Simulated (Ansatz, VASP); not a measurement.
# Cross-check of As between VASP and Ansatz, part 2 of 2

Aim: how closely do two programs agree when they are given the same cell, functional and k mesh? The structure shown is the start of the Ansatz relaxation below; VASP solves that cell, so the two are compared at the walk's first step.

VASP 6.6.1 and Ansatz 0.2.0.

So far. Step 4 (Side by side): The forces differ by 46 meV/Å r.m.s., which is 72.9 % of the r.m.s. force of 0.063 eV/Å (both taken over all components). With vacuum in the cell, a pressure given here is an average over mostly empty space and none of the material.

### Step 7. VASP: single point, PBE with D3(BJ), start cell, pair 2

Level of this step: PBE with D3(BJ); plane waves and PAW (As) (VASP).

The same cell, functional, mesh and smearing now go to VASP, with its own data sets.

INCAR

```
SYSTEM = As
PREC = Accurate
ENCUT = 400
EDIFF = 1E-06
NELM = 120
ISMEAR = -1
SIGMA = 0.02
LREAL = .FALSE.
ALGO = Normal
GGA = PE
IVDW = 12
NBANDS = 16
LORBIT = 11
LWAVE = .FALSE.
LCHARG = .FALSE.
ISIF = 2
LDIPOL = .TRUE.
IDIPOL = 3
DIPOL = 0.5 0.5 0.5
LVHAR = .TRUE.
LASPH = .TRUE.
GGA_COMPAT = .FALSE.
EFERMI = MIDGAP
NELMDL = -8
KPAR = 2
```

POSCAR

```
As
1.0
    3.6100000000      0.0000000000      0.0000000000
   -1.8050000000      3.1263520000      0.0000000000
    0.0000000000      0.0000000000     39.4000000000
As
4
Direct
    0.3333332267      0.6666664534      0.4581218274
    0.6666666134      0.3333332267      0.4225888325
    0.3333332267      0.6666664534      0.5774111675
    0.0000000000      0.0000000000      0.5418781726
```

KPOINTS

```
Automatic mesh
0
Gamma
6 6 1
0 0 0
```

The projector-augmented-wave data sets are As (PBE family, release 64).

Launch:

```sh
$ mpirun -np 2 vasp_std
```

Numbers of over 12 decimals in the logs are rounded to 6 here.

Log:

```text
[... set-up lines as in an earlier step ...]
 entering main loop
       N       E                     dE             d eps       ncg     rms          rms(c)
DAV:   1     0.126647439905E+03    0.12665E+03   -0.50005E+03   232   0.674E+02
DAV:   2    -0.284692199522E+01   -0.12949E+03   -0.12071E+03   352   0.129E+02
DAV:   3    -0.183793700054E+02   -0.15532E+02   -0.15472E+02   320   0.573E+01
DAV:   4    -0.187180225858E+02   -0.33865E+00   -0.33769E+00   320   0.107E+01
[...]
DAV:  22    -0.186200220551E+02   -0.14768E-05   -0.99868E-09   152   0.529E-04    0.939E-05
DAV:  23    -0.186200238004E+02   -0.17453E-05   -0.35431E-08   168   0.475E-04    0.700E-05
DAV:  24    -0.186200239900E+02   -0.18961E-06   -0.21850E-09   128   0.217E-04
   1 F= -.19681825E+02 E0= -.19681825E+02  d E =-.222298E-11
```

OUTCAR, selected parts (step 7):

```text
 Edisp (eV)   -1.06180

 POSITION                                       TOTAL-FORCE (eV/Angst)
 -----------------------------------------------------------------------------------
      0.00000      2.08423     18.05000         0.000000     -0.000000     -0.040710
      1.80500      1.04212     16.65000        -0.000000      0.000000      0.155952
      0.00000      2.08423     22.75000         0.000000      0.000000     -0.142530
      0.00000      0.00000     21.35000        -0.000000      0.000000      0.027288
 -----------------------------------------------------------------------------------
    total drift:                               -0.000000      0.000331      0.000070

  FREE ENERGIE OF THE ION-ELECTRON SYSTEM (eV)
  ---------------------------------------------------
  free  energy   TOTEN  =       -19.6818248692 eV

  energy  without entropy=      -19.6818248692  energy(sigma->0) =      -19.68182487

[... 3 parts as in an earlier step ...]

[... 1 further part left out ...]
[key lines of the parts left out:]
E-fermi :  -2.6806
```

### Step 8. Differences

What differs besides the data sets and the points named for the pairs above, as far as they apply: the data sets hold 60 valence electrons in Ansatz (on its PAW soft_1 files) and 20 in VASP. Total energies have different zeros and are not compared.

Forces (eV/Å; atoms numbered as in POSCAR):

| atom | Ansatz x, y, z | VASP x, y, z |
| --- | --- | --- |
| As1 | 0.000, 0.000, -0.120 | 0.000, 0.000, -0.041 |
| As2 | 0.000, 0.000, 0.235 | 0.000, 0.000, 0.156 |
| As3 | 0.000, 0.000, -0.221 | 0.000, 0.000, -0.143 |
| As4 | 0.000, 0.000, 0.107 | 0.000, 0.000, 0.027 |

The forces differ by 46 meV/Å r.m.s., which is 72.9 % of the r.m.s. force of 0.063 eV/Å (both taken over all components). With vacuum in the cell, a pressure given here is an average over mostly empty space and none of the material.

### Step 9. Ansatz: relaxation, PBE with D3(BJ)

The two programs are compared at the cell with which this relaxation starts, whose forces are those of its first step.

The structure compared here is the start of the Ansatz relaxation; VASP solves that cell, so the two are compared at the walk's first step.

input.yaml

```yaml
crystal:
  lattice:
    - [3.61, 0.0, 0.0]
    - [-1.805, 3.1263517077, 0.0]
    - [0.0, 0.0, 39.4]
  atoms:
    - { symbol: As, position: [0.3333333333, 0.6666666667, 0.4581218274] }
    - { symbol: As, position: [0.6666666667, 0.3333333333, 0.4225888325] }
    - { symbol: As, position: [0.6666666667, 0.3333333333, 0.5774111675] }
    - { symbol: As, position: [0.0, 0.0, 0.5418781726] }
  periodic: [true, true, false]
kpoints:
  mp_grid: { grid: [6, 6, 1] }
hamiltonian:
  xc: pbe
  dispersion: d3bj
  pseudopotentials: { kind: paw, azcp: { folder: soft_1 } }
scf:
  occupations: { method: fermi_dirac, width: 0.02 }
relax:
  f_tol: 0.01
  max_steps: 100
  cell: {}
```

Launch:

```sh
$ ansatz run input.yaml --threads 4 --pin off --max-ram 17510MiB --backend cpu --events-out ev --progress --plain --runs-dir out
```

Log:

```text
[...]
Crystal: 4 atoms, lattice volume = 444.674 Å³
Basis set: ecut = 420 eV, 8567 PW (Γ), exchange–correlation on 50×50×540 points (8 copies of the dense FFT grid, shifted against one another)
Bands: 36, of which v1, the nominal top of the filled ones, is band 30 counted from 1 (29 counted from 0)
Symmetry: 12 space group operations
[...]
k-points: 7 of 36
[...]
--- Relaxed structure (9 steps of the walk, 6 accepted, 1 SCFs on fresh bases) ---
[...]
cell:  # Å, volume = 463.4067 Å³
    - [3.685257, 0, 0]
    - [-1.842628, 3.191526, 0]
    - [0, 0, 39.4]
  atoms:
    - { symbol: As, position: [0.333333, 0.666667, 0.472560] }
    - { symbol: As, position: [0.666667, 0.333333, 0.438709] }
    - { symbol: As, position: [0.666667, 0.333333, 0.561291] }
    - { symbol: As, position: [2.3129646340972137e-18, 1.387778780943004e-17, 0.527440] }
[key lines of the parts left out:]
SCF converged after 7 iterations
Free energy (F): -19425.687785 eV
Fermi energy:    -4.329005 eV
P = ½ c Tr σ = -0.0117 N/m
```

### Step 10. VASP: single point, PBE with D3(BJ), start cell, pair 3

The same cell, functional, mesh and smearing now go to VASP, with its own data sets.

INCAR is that of step 7.

POSCAR: that of step 7 with these lines changed.

```diff
@@ -10,3 +10,3 @@
     0.6666666134      0.3333332267      0.4225888325
-    0.3333332267      0.6666664534      0.5774111675
+    0.6666666134      0.3333332267      0.5774111675
     0.0000000000      0.0000000000      0.5418781726
```

KPOINTS is that of step 7.

Launch:

```sh
$ mpirun -np 2 vasp_std
```

Log:

```text
[... set-up lines as in an earlier step ...]
 entering main loop
       N       E                     dE             d eps       ncg     rms          rms(c)
DAV:   1     0.126752080583E+03    0.12675E+03   -0.49999E+03   232   0.674E+02
DAV:   2    -0.380846639921E+01   -0.13056E+03   -0.12277E+03   384   0.131E+02
DAV:   3    -0.183950321503E+02   -0.14587E+02   -0.14548E+02   312   0.565E+01
DAV:   4    -0.187005133104E+02   -0.30548E+00   -0.30453E+00   312   0.101E+01
[...]
DAV:  20    -0.186030921392E+02   -0.80836E-05   -0.21668E-07   224   0.105E-03    0.187E-04
DAV:  21    -0.186030955235E+02   -0.33843E-05   -0.93491E-08   200   0.654E-04    0.852E-05
DAV:  22    -0.186030964043E+02   -0.88082E-06   -0.10539E-08   160   0.238E-04
   1 F= -.19665028E+02 E0= -.19665028E+02  d E =-.232308E-11
```

From OUTCAR (step 10):

```text
 Edisp (eV)   -1.06193

  Total      -0.54775    -0.54775    -0.77099     0.00000     0.00000    -0.00000
  in kB      -1.97356    -1.97356    -2.77792     0.00000     0.00000    -0.00000
  external pressure =       -2.24 kB  Pullay stress =        0.00 kB

 POSITION                                       TOTAL-FORCE (eV/Angst)
 -----------------------------------------------------------------------------------
      0.00000      2.08423     18.05000        -0.000000     -0.000000     -0.076828
      1.80500      1.04212     16.65000        -0.000000     -0.000000      0.165654
      1.80500      1.04212     22.75000        -0.000000      0.000000     -0.165654
      0.00000      0.00000     21.35000         0.000000      0.000000      0.076828
 -----------------------------------------------------------------------------------
    total drift:                               -0.000000      0.000265     -0.000065

  FREE ENERGIE OF THE ION-ELECTRON SYSTEM (eV)
  ---------------------------------------------------
  free  energy   TOTEN  =       -19.6650281556 eV

  energy  without entropy=      -19.6650281556  energy(sigma->0) =      -19.66502816

[... 2 parts as in an earlier step ...]

[... 1 further part left out ...]
[key lines of the parts left out:]
E-fermi :  -2.6787
```

### Step 11. Comparison

What differs besides the data sets and the points named for the pairs above, as far as they apply: the data sets hold 60 valence electrons in Ansatz (on its PAW soft_1 files) and 20 in VASP. Total energies have different zeros and are not compared.

Forces (eV/Å; atoms numbered as in POSCAR):

| atom | Ansatz x, y, z | VASP x, y, z |
| --- | --- | --- |
| As1 | 0.000, 0.000, -0.156 | 0.000, 0.000, -0.077 |
| As2 | 0.000, 0.000, 0.244 | 0.000, 0.000, 0.166 |
| As3 | 0.000, 0.000, -0.244 | 0.000, 0.000, -0.166 |
| As4 | 0.000, 0.000, 0.156 | 0.000, 0.000, 0.077 |

The forces differ by 46 meV/Å r.m.s., which is 61.1 % of the r.m.s. force of 0.075 eV/Å (both taken over all components). With vacuum in the cell, a pressure given here is an average over mostly empty space and none of the material.

### Step 12. What came out

* r.m.s. force difference (single point, PBE with D3(BJ), start cell, pair 1): 46 meV/Å
* r.m.s. force difference (single point, PBE with D3(BJ), start cell, pair 2): 46 meV/Å
* r.m.s. force difference (single point, PBE with D3(BJ), start cell, pair 3): 46 meV/Å

In words: The r.m.s. force difference is 46 meV/Å (single point, PBE with D3(BJ), start cell, pair 1), beyond the 12 meV/Å picked in this series as the mark of a large difference. The data sets hold unlike numbers of valence electrons (60 in Ansatz and 20 in VASP), so part of the differences comes from the potentials. Single point, PBE with D3(BJ), start cell, pair 1, VASP with the data sets As_d and a cutoff of 520 eV: r.m.s. force difference goes from 46 to 13 meV/Å. What causes the difference of the single point, PBE with D3(BJ), start cell, pair 2 pair stays open here. What causes the difference of the single point, PBE with D3(BJ), start cell, pair 3 pair stays open here. 3 further runs of this series are not shown here. How closely two codes agree says nothing of how well the functional describes the real material.

[Lines on the potential files, build, host, timing and source positions are cut from VASP's logs without a mark.]

[Logs are printed without paths, hosts, clocks, repeated set-up lines and the standing remarks that a program may print on its own settings, such as how far it seeks lower states.]

[Hosts, paths, dates, database ids (printed as entryN), source tags and the programs' standing remarks are cut or masked in the printed files.]

[Rows of further runs with another cutoff or data set may stand on the cell that Ansatz relaxed, not on the start cell of the pair above them.]
